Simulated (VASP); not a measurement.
# Te (P3_121) in VASP: a series of runs

The runs below take Te through single point, with LDA, PBE0.

Program: VASP 6.6.1. These are calculated values, not measurements. Logs are shortened: lines on timing, memory, paths and dates and some standing lists are left out, and cuts for length are marked.

## Step 1: The structure

The structure is trigonal, space group P3_121 (No. 152). Conventional cell: a = 4.457 Å, b = 4.457 Å, c = 5.929 Å, α = 90.00°, β = 90.00°, γ = 120.00°. Around Te (site symmetry 2) lie 2 Te at 2.84 Å.

## Step 2: Single point, LDA, non-collinear spin, zero start, spin-orbit coupling

INCAR reads:

```
SYSTEM = Te
  PREC = Accurate
  ENCUT = 300
  EDIFF = 1E-7
  ISMEAR = 0
  SIGMA = 0.01
  LREAL = .FALSE.
  LASPH = .TRUE.
  NELM = 80
  ALGO = Normal
  ISIF = 2
  LWAVE = .FALSE.
  LCHARG = .FALSE.
  MAGMOM = 0 0 0 0 0 0 0 0 0
  LORBIT = 11
  LSORBIT = .TRUE.
  GGA_COMPAT = .FALSE.
  GGA = CA
  NBANDS = 31
```

KPOINTS reads:

```
regular mesh
0
G
  9 9 6
  0 0 0
```

POSCAR reads:

```
Te
1.0
    4.4572000000      0.0000000000      0.0000000000
   -2.2286000000      3.8600484297      0.0000000000
    0.0000000000      0.0000000000      5.9290000000
Te
3
Direct
    0.2633000000      0.0000000000      0.3333333333
    0.0000000000      0.2633000000      0.6666666667
    0.7367000000      0.7367000000      0.0000000000
```

Potentials or basis: VASP PAW LDA potentials, release 64 (Te).

The run is started by

```console
cat potpaw_LDA.64/Te/POTCAR > POTCAR
mpirun -np 1 vasp_ncl > vasp.out
```

OUTCAR:

```text
SYSTEM = Te
   PREC = Accurate
   ENCUT = 300
   EDIFF = 1E-7
   ISMEAR = 0
   LREAL = .FALSE.
   LASPH = .TRUE.
   NELM = 80
   ISIF = 2
   LORBIT = 11
   LSORBIT = .TRUE.
   GGA = CA

 ion  position               nearest neighbor table
   1  0.263  0.000  0.333-   3 2.84   2 2.84   3 3.49   3 3.49   2 3.49   2 3.49
   2  0.000  0.263  0.667-   3 2.84   1 2.84   3 3.49   3 3.49   1 3.49   1 3.49
   3  0.737  0.737  0.000-   2 2.84   1 2.84   1 3.49   2 3.49   2 3.49   1 3.49

  LATTYP: Found a hexagonal cell.
 ALAT       =     4.4572000000
 C/A-ratio  =     1.3302073050

  Lattice vectors:

 A1 = (   4.4572000000,   0.0000000000,   0.0000000000)
 A2 = (  -2.2286000000,   3.8600484297,   0.0000000000)
 A3 = (   0.0000000000,   0.0000000000,   5.9290000000)

Analysis of symmetry for initial positions (statically):
=====================================================================
 Subroutine PRICEL returns:
 Original cell was already a primitive cell.

 Routine SETGRP: Setting up the symmetry group for a
 hexagonal supercell.

 Subroutine GETGRP returns: Found  6 space group operations
 (whereof  2 operations were pure point group operations)
 out of a pool of 24 trial point group operations.

The static configuration has the point symmetry C_2 .
 The point group associated with its full space group is D_3 .

Analysis of symmetry for dynamics (positions and initial velocities):
=====================================================================
 Subroutine PRICEL returns:
 Original cell was already a primitive cell.

 Routine SETGRP: Setting up the symmetry group for a
 hexagonal supercell.

 Subroutine GETGRP returns: Found  6 space group operations
 (whereof  2 operations were pure point group operations)
 out of a pool of 24 trial point group operations.

The dynamic configuration has the point symmetry C_2 .
 The point group associated with its full space group is D_3 .

Analysis of structural, dynamic, and magnetic symmetry:
=====================================================================
 Subroutine PRICEL returns:
 Original cell was already a primitive cell.

 Routine SETGRP: Setting up the symmetry group for a
 hexagonal supercell.

 Subroutine GETGRP returns: Found  6 space group operations
 (whereof  2 operations were pure point group operations)
 out of a pool of 24 trial point group operations.

The overall configuration has the point symmetry C_2 .
 The point group associated with its full space group is D_3 .

 Subroutine INISYM returns: Found  6 space group operations
 (whereof  2 operations are pure point group operations),
 and found     1 'primitive' translations

----------------------------------------------------------------------------------------

                                     Primitive cell

  volume of cell :     102.0085

  direct lattice vectors                    reciprocal lattice vectors
     4.457200000  0.000000000  0.000000000     0.224356098  0.129532054  0.000000000
    -2.228600000  3.860048430  0.000000000     0.000000000  0.259064107  0.000000000
     0.000000000  0.000000000  5.929000000     0.000000000  0.000000000  0.168662506

  length of vectors
     4.457200000  4.457200000  5.929000000     0.259064107  0.259064107  0.168662506

  position of ions in fractional coordinates (direct lattice)
     0.263300000  0.000000000  0.333333333
     0.000000000  0.263300000  0.666666667
     0.736700000  0.736700000  0.000000000

  ion indices of the primitive-cell ions
   primitive index   ion index
                 1           1
                 2           2
                 3           3

[... 87 lines left out ...]
   EFERMI_NEDOS =   21; number of points for ismear=-14 and -15
   IALGO  =     38    algorithm
   IMIX   =      4    mixing-type and parameters
     AMIX     =   0.40;   BMIX     =  1.00
     AMIX_MAG =   1.60;   BMIX_MAG =  1.00
  volume/ion in A,a.u.               =      34.00       229.46
  Fermi-wavevector in a.u.,A,eV,Ry     =   0.918234  1.735211 11.471812  0.843154
  Thomas-Fermi vector in A             =   2.043293
   LORBIT       =     11    0 simple, 1 ext, 2 COOP (PROOUT), +10 PAW based schemes
   GGA     = CA    functional components
   LHFCALC =     F    Hartree Fock is set to
   AEXX    =    0.0000 exact exchange contribution
   IVDW    =     0    specifies the selected vdW correction
   LEPSILON=     F    determine dielectric tensor
   LRPA    =     F    only Hartree local field effects (RPA)
 Gauss-broadening in eV      SIGMA  =   0.01
  energy-cutoff  :      300.00
  volume of cell :      102.01
 maximum number of plane-waves:      2458
 NGX is ok and might be reduce to    28
   NGX = 13   NGY = 13   NGZ = 17

 number of electron      18.0000000 magnetization       0.0000000      0.0000000      0.0000000

 number of electron      17.9999997 magnetization      -0.0000000     -0.0000000     -0.0000000

 number of electron      17.9999997 magnetization      -0.0000000     -0.0000000      0.0000000

 number of electron      17.9999997 magnetization       0.0000000      0.0000000     -0.0000000

 Free energy of the ion-electron system (eV)
  ---------------------------------------------------
  ext. energy  EPLUGINS =         0.00000000
  ---------------------------------------------------
  free energy    TOTEN  =       -11.69652183 eV

  energy without entropy =      -11.69649861  energy(sigma->0) =      -11.69651022

 E-fermi :   5.9106     XC(G=0):  -9.2859

 val. band max:        5.9106396331   @ k =  -0.3333  -0.3333   0.5000
 cond. band min:       5.9106398063   @ k =   0.3333   0.3333   0.5000
 fundamental gap:      0.0000001732
 Fermi energy:         5.9106397196

 k-point     1 :       0.0000    0.0000    0.0000
  band No.  band energies     occupation
      1      -7.8996      1.00000
      2      -7.8996      1.00000
      3      -4.5794      1.00000
      4      -4.5794      1.00000
      5      -4.5779      1.00000
      6      -4.5779      1.00000
[... 781 lines left out ...]
     29      12.1375      0.00000
     30      12.1645      0.00000

 [... further k-points ...]

 [bands above 30 left out]

------------------------ aborting loop because EDIFF is reached ----------------------------------------

  FORCE on cell =-STRESS in cart. coord.  units (eV):
  Direction    XX          YY          ZZ          XY          YZ          ZX
  --------------------------------------------------------------------------------------
  -------------------------------------------------------------------------------------
  Total       -0.7495821     -0.7495821     -0.4124213     -0.0000000      0.0000000     -0.0000000
  in kB      -11.7731713    -11.7731713     -6.4776186     -0.0000000      0.0000000     -0.0000000
  external PRESSURE =     -10.0079871 kB  Pullay stress =       0.0000000 kB

 VOLUME and BASIS-vectors are now :
 -----------------------------------------------------------------------------
  energy-cutoff  :      300.00
  volume of cell :      102.01
      direct lattice vectors                 reciprocal lattice vectors
     4.457200000  0.000000000  0.000000000     0.224356098  0.129532054  0.000000000
    -2.228600000  3.860048430  0.000000000     0.000000000  0.259064107  0.000000000
     0.000000000  0.000000000  5.929000000     0.000000000  0.000000000  0.168662506

 POSITION                                       TOTAL-FORCE (eV/Angst)
 -----------------------------------------------------------------------------------
      1.17358      0.00000      1.97633         0.267182      0.000000     -0.000000
     -0.58679      1.01635      3.95267        -0.133591      0.231386      0.000000
      1.64181      2.84370      0.00000        -0.133591     -0.231386      0.000000
 -----------------------------------------------------------------------------------
    total drift:                               -0.000000     -0.000000     -0.000000

  FREE ENERGIE OF THE ION-ELECTRON SYSTEM (eV)
  ---------------------------------------------------
  free  energy   TOTEN  =       -11.6965218251 eV

  energy  without entropy=      -11.6964986074  energy(sigma->0) =      -11.69651022

 Spin-Orbit-Coupling matrix elements

 Ion:    1  E_soc:     -0.2442340
 l=   1
     0.0000000    -0.0422009    -0.0411761
    -0.0422009     0.0000000    -0.0383790
    -0.0411761    -0.0383790     0.0000000
 l=   2
     0.0000000    -0.0000268     0.0000000    -0.0000228    -0.0000489
    -0.0000268     0.0000000    -0.0000474    -0.0000569    -0.0000254
     0.0000000    -0.0000474     0.0000000    -0.0001177     0.0000000
    -0.0000228    -0.0000569    -0.0001177     0.0000000    -0.0000151
    -0.0000489    -0.0000254     0.0000000    -0.0000151     0.0000000
 l=   3
     0.0000000     0.0000000     0.0000000     0.0000000     0.0000000     0.0000000     0.0000000
     0.0000000     0.0000000     0.0000000     0.0000000     0.0000000     0.0000000     0.0000000
     0.0000000     0.0000000     0.0000000     0.0000000     0.0000000     0.0000000     0.0000000
     0.0000000     0.0000000     0.0000000     0.0000000     0.0000000     0.0000000     0.0000000
[... 29 lines left out ...]
 l=   2
     0.0000000    -0.0000204     0.0000000    -0.0000224    -0.0000489
    -0.0000204     0.0000000    -0.0001001    -0.0000569    -0.0000211
     0.0000000    -0.0001001     0.0000000    -0.0000650     0.0000000
    -0.0000224    -0.0000569    -0.0000650     0.0000000    -0.0000262
    -0.0000489    -0.0000211     0.0000000    -0.0000262     0.0000000
 l=   3
     0.0000000     0.0000000     0.0000000     0.0000000     0.0000000     0.0000000     0.0000000
     0.0000000     0.0000000     0.0000000     0.0000000     0.0000000     0.0000000     0.0000000
     0.0000000     0.0000000     0.0000000     0.0000000     0.0000000     0.0000000     0.0000000
     0.0000000     0.0000000     0.0000000     0.0000000     0.0000000     0.0000000     0.0000000
     0.0000000     0.0000000     0.0000000     0.0000000     0.0000000     0.0000000     0.0000000
     0.0000000     0.0000000     0.0000000     0.0000000     0.0000000     0.0000000     0.0000000
     0.0000000     0.0000000     0.0000000     0.0000000     0.0000000     0.0000000     0.0000000

 total charge

# of ion       s       p       d       tot
------------------------------------------
    1        1.439   1.831   0.045   3.315
    2        1.439   1.831   0.045   3.315
    3        1.439   1.831   0.045   3.315
--------------------------------------------------
tot          4.316   5.493   0.136   9.945

 magnetization (x)

# of ion       s       p       d       tot
------------------------------------------
    1       -0.000  -0.000  -0.000  -0.000
    2        0.000   0.000   0.000   0.000
    3        0.000   0.000   0.000   0.000
--------------------------------------------------
tot         -0.000  -0.000  -0.000  -0.000

 magnetization (y)

# of ion       s       p       d       tot
------------------------------------------
    1       -0.000   0.000  -0.000   0.000
    2       -0.000  -0.000  -0.000  -0.000
    3        0.000   0.000   0.000   0.000
--------------------------------------------------
tot         -0.000   0.000  -0.000   0.000

 magnetization (z)

# of ion       s       p       d       tot
------------------------------------------
    1       -0.000   0.000   0.000  -0.000
    2        0.000  -0.000   0.000   0.000
    3        0.000   0.000  -0.000  -0.000
--------------------------------------------------
tot         -0.000  -0.000   0.000  -0.000
```

Wall time 2.7 min (1 thread of Intel Xeon 6975P-C (Granite Rapids), shared host); peak memory 0.35 GiB.

Results:

| Quantity | Value |
| --- | --- |
| Free energy | -11.6965 eV |
| Pressure | -1.0 GPa |
| Largest force | 0.267 eV/Å |
| Net moment | 0.00 μB per cell |
| Valence electrons inside the program's atomic spheres | Te 3.31 |

Forces on the atoms (eV/Å):
```
Te   0.267  0.000  0.000
Te  -0.134  0.231  0.000
Te  -0.134 -0.231  0.000
```

Moments on the atoms (μB; x, y, z):
```
Te  0.00 0.00 0.00
Te  0.00 0.00 0.00
Te  0.00 0.00 0.00
```

## Step 3: Single point, PBE0, non-collinear spin, zero start, spin-orbit coupling

POSCAR is that of step 2.

INCAR.step1 reads:

```
SYSTEM = Te
ALGO = Normal
EDIFF = 1E-5
ENCUT = 300
GGA = PE
GGA_COMPAT = .False.
ISIF = 2
ISMEAR = 0
LASPH = .True.
LCHARG = .False.
LORBIT = 11
LREAL = .False.
LSORBIT = .True.
LWAVE = .True.
MAGMOM = 0 0 0 0 0 0 0 0 0
NBANDS = 31
NELM = 80
PREC = Accurate
SIGMA = 0.01
```

INCAR.step2 reads:

```
SYSTEM = Te
AEXX = 0.25
ALGO = Normal
EDIFF = 1E-6
ENCUT = 300
GGA = PE
GGA_COMPAT = .False.
ISIF = 2
ISMEAR = 0
ISTART = 1
LASPH = .True.
LCHARG = .False.
LHFCALC = .True.
LORBIT = 11
LREAL = .False.
LSORBIT = .True.
LWAVE = .False.
MAGMOM = 0 0 0 0 0 0 0 0 0
NBANDS = 31
NELM = 80
PREC = Accurate
PRECFOCK = Fast
SIGMA = 0.01
```

KPOINTS reads:

```
k-points
0
Gamma
  3 3 2
  0 0 0
```

Potentials or basis: VASP PAW PBE potentials, release 64 (Te).

The run is started by

```console
cat potpaw_PBE.64/Te/POTCAR > POTCAR
cp INCAR.step1 INCAR
mpirun -np 1 vasp_ncl > vasp.out
cp INCAR.step2 INCAR
mpirun -np 1 vasp_ncl > vasp.out
```

Run time: 8.7 min. Hardware: 1 thread of Intel Xeon 6975P-C (Granite Rapids), shared host; peak memory 0.28 GiB.

It converged, with:

```
Free energy                                           : -13.7238 eV
Pressure                                              : 0.2 GPa
Largest force                                         : 0.298 eV/Å
Net moment                                            : 0.00 μB per cell
Valence electrons inside the program's atomic spheres : Te 3.38
```

Forces in eV/Å, atoms in the order of the input:
```
Te  -0.298  0.000  0.000
Te   0.149 -0.258  0.000
Te   0.149  0.258  0.000
```

Stress tensor (GPa, compression positive):
```
 0.70  0.00  0.00
 0.00  0.70  0.00
 0.00  0.00 -0.79
```

Moments on the atoms (μB; x, y, z):
```
Te  0.00 0.00 0.00
Te  0.00 0.00 0.00
Te  0.00 0.00 0.00
```

Caveat: the k mesh is coarse (spacing up to 0.54 Å⁻¹), so the values aren't converged, least of all with exact exchange; the PAW data sets were made with another functional, which shifts forces and pressure a little.
